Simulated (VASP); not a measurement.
Output of a VASP run:

**OSZICAR**
```
       N       E                     dE             d eps       ncg     rms          rms(c)
DAV:   1    -0.235024384592E+04   -0.23502E+04   -0.45458E+03  1512   0.712E+02
DAV:   2    -0.243114020115E+04   -0.80896E+02   -0.77225E+02  2304   0.147E+02
DAV:   3    -0.243727012665E+04   -0.61299E+01   -0.61201E+01  1952   0.473E+01
DAV:   4    -0.243734926102E+04   -0.79134E-01   -0.79119E-01  1812   0.704E+00
DAV:   5    -0.642036959775E+01    0.24309E+04   -0.68279E+00  1512   0.168E+01    0.347E+00
DAV:   6    -0.634983731240E+01    0.70532E-01   -0.55175E-01  1680   0.381E+00    0.361E+00
DAV:   7    -0.632936237849E+01    0.20475E-01   -0.96228E-02  1768   0.144E+00    0.275E+00
DAV:   8    -0.632467895644E+01    0.46834E-02   -0.18653E-02  1812   0.719E-01    0.174E+00
DAV:   9    -0.632332079906E+01    0.13582E-02   -0.31747E-03  1876   0.339E-01    0.101E+00
DAV:  10    -0.632301155796E+01    0.30924E-03   -0.89029E-04  1884   0.203E-01    0.555E-01
DAV:  11    -0.632302701882E+01   -0.15461E-04   -0.35709E-04  1884   0.134E-01    0.293E-01
DAV:  12    -0.632310286760E+01   -0.75849E-04   -0.15783E-04  1860   0.907E-02    0.152E-01
DAV:  13    -0.632316812584E+01   -0.65258E-04   -0.74087E-05  1844   0.625E-02    0.785E-02
DAV:  14    -0.632321176931E+01   -0.43643E-04   -0.35102E-05  1844   0.431E-02    0.421E-02
DAV:  15    -0.632323796957E+01   -0.26200E-04   -0.16627E-05  1808   0.298E-02    0.244E-02
DAV:  16    -0.632325276581E+01   -0.14796E-04   -0.78399E-06  1832   0.206E-02    0.157E-02
DAV:  17    -0.632326079417E+01   -0.80284E-05   -0.36992E-06  1804   0.142E-02    0.109E-02
DAV:  18    -0.632326502385E+01   -0.42297E-05   -0.16628E-06  1464   0.986E-03    0.777E-03
DAV:  19    -0.632326720802E+01   -0.21842E-05   -0.95189E-07  1280   0.752E-03    0.575E-03
DAV:  20    -0.632326833001E+01   -0.11220E-05   -0.45787E-07  1268   0.523E-03    0.428E-03
DAV:  21    -0.632326889413E+01   -0.56412E-06   -0.20191E-07  1180   0.351E-03
   1 F= -.63232689E+01 E0= -.63232689E+01  d E =-.163198E-27
```

**OUTCAR**
```
------------------------ aborting loop because EDIFF is reached ----------------------------------------
  FORCE on cell =-STRESS in cart. coord.  units (eV):
  Direction    XX          YY          ZZ          XY          YZ          ZX
  --------------------------------------------------------------------------------------
  Total       -0.1334986     -0.1323724     -0.1323693      0.0023872      0.0004379      0.0024803
  in kB       -2.1065593     -2.0887887     -2.0887392      0.0376690      0.0069104      0.0391387
  external PRESSURE =      -2.0946957 kB  Pullay stress =       0.0000000 kB
  volume of cell :      101.53
      direct lattice vectors                 reciprocal lattice vectors
     4.665210000  0.000000000  0.000000000     0.214352623  0.000000000  0.000000000
     0.000000000  4.665210000  0.000000000     0.000000000  0.214352623  0.000000000
     0.000000000  0.000000000  4.665210000     0.000000000  0.000000000  0.214352623
 POSITION                                       TOTAL-FORCE (eV/Angst)
 -----------------------------------------------------------------------------------
      4.63415      4.65949      4.65927         0.032215      0.006006      0.006234
      2.36367      2.33833      2.33855        -0.032215     -0.006006     -0.006234
 -----------------------------------------------------------------------------------
    total drift:                                0.000291      0.000168      0.000168
  FREE ENERGIE OF THE ION-ELECTRON SYSTEM (eV)
  ---------------------------------------------------
  free  energy   TOTEN  =        -6.3232688941 eV

  energy  without entropy=       -6.3232688941  energy(sigma->0) =       -6.32326889

  exchange ACFDT corr.  =         0.00000000  see jH, gK, PRB 81, 115126
```
(Selected blocks of OUTCAR.)

**POSCAR**
```
CsI
1
    4.6652100000     0.0000000000     0.0000000000
    0.0000000000     4.6652100000     0.0000000000
    0.0000000000     0.0000000000     4.6652100000
Cs I
1 1
Direct
 -0.0066580000  -0.0012270000  -0.0012740000
  0.5066580000   0.5012270000   0.5012740000
```

**Question.** Write an INCAR and KPOINTS that could have produced this output.

**Answer.** Several could match; the one computed here: the input of the run itself, HSE06 screened hybrid, plane waves, VASP's PBE PAW potentials (set 64).

INCAR:
```
# general
SYSTEM   = CsI
PREC     = Accurate
ENCUT    = 300   # plane-wave cut-off (eV)
LREAL    = .FALSE.
LASPH    = .TRUE.
ISYM     = 3

# electronic loop
EDIFF    = 1E-6   # SCF stop (eV)
NELM     = 100   # most electronic steps
ALGO     = Normal   # blocked Davidson
LMAXMIX  = 4

# smearing
ISMEAR   = 0   # Gaussian
SIGMA    = 0.01

# functional
GGA      = PE   # PBE
LHFCALC  = .TRUE.
AEXX     = 0.25
HFSCREEN = 0.2
PRECFOCK = Fast

# ions
ISIF     = 2   # forces and stress, cell fixed

# output
LWAVE    = .FALSE.
LCHARG   = .FALSE.
```

**KPOINTS**
```
Automatic mesh
0
Gamma
5 5 5
0 0 0
```

POTCAR, in this order: Cs_sv I (PBE.64 set). Program: vasp_std.

At this cut-off the stress carries a Pulay error, which pulls relaxed volumes low.

The structure comes from a computed database's CsI entry; how it stands against other phases isn't given here. The cell was not relaxed at this level.
